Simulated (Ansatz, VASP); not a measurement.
This is a calculation of CaSe for Ansatz 0.2.0.

Contents of input.yaml:

```yaml
crystal:
  lattice:
    - [0.0, 3.364722314, 3.364722314]
    - [3.364722314, 0.0, 3.364722314]
    - [3.364722314, 3.364722314, 0.0]
  atoms:
    - { symbol: Se, position: [0.25, 0.25, 0.25] }
    - { symbol: Ca, position: [0.0, 0.0, 0.0] }
hamiltonian:
  xc: pbe
  pseudopotentials: { kind: paw }
kpoints:
  mp_grid: { grid: [7, 7, 7] }
scf:
  occupations: { method: fermi_dirac, width: 0.05 }
output:
  forces: true
  stress: true
  eigenvalues: true
```

Potentials or basis: Ansatz PAW.

Command:

```sh
$ ansatz run input.yaml --threads 2 --pin off --max-ram 5120MiB --backend cpu --events-out ev --progress --plain --runs-dir out
```

Task: Translate it to VASP 6.6.1. Potentials there: VASP PAW PBE potentials, release 64 (Se, Ca_sv).

Result: As run (the cutoff follows the program's own potentials):

File INCAR:

```
SYSTEM = CaSe
  PREC = Accurate
  ENCUT = 520
  EDIFF = 1E-7
  ISMEAR = -1
  SIGMA = 0.05
  LREAL = .False.
  LASPH = .True.
  NELM = 60
  ALGO = Normal
  ISIF = 2
  LWAVE = .False.
  LCHARG = .False.
  GGA = PE
  NBANDS = 15
```

KPOINTS

```
Automatic mesh
0
Gamma
  7 7 7
  0 0 0
```

File POSCAR:

```
CaSe
1.0
    0.0000000000      3.3647223140      3.3647223140
    3.3647223140      0.0000000000      3.3647223140
    3.3647223140      3.3647223140      0.0000000000
Se Ca
1 1
Direct
    0.2500000000      0.2500000000      0.2500000000
    0.0000000000      0.0000000000      0.0000000000
```

Potentials or basis: VASP PAW PBE potentials, release 64 (Se, Ca_sv).

The run is started by

```sh
$ cat potpaw_PBE.64/Se/POTCAR potpaw_PBE.64/Ca_sv/POTCAR > POTCAR
$ mpirun -np 1 vasp_std > vasp.out
```

Both were run:

|  | VASP | Ansatz | Ansatz less VASP |
| --- | --- | --- | --- |
| gap on the k mesh at the Fermi level (eV) | 2.97 | 2.97 | +0.001 |
| least direct gap on the mesh (eV) | 3.04 | 3.04 | 0.000 |
| pressure (GPa) | -1.7 | -1.8 | -0.08 |

With one functional, cell and mesh, what is left measures potentials, basis and numerics. The two sets of potentials don't hold the same shells in valence.

Caveats: an odd mesh through Γ misses points on the zone boundary, where band edges often lie (VASP); odd divisions of the mesh miss points on the zone boundary, where band edges often lie, so the gap on the mesh can be too wide (Ansatz).
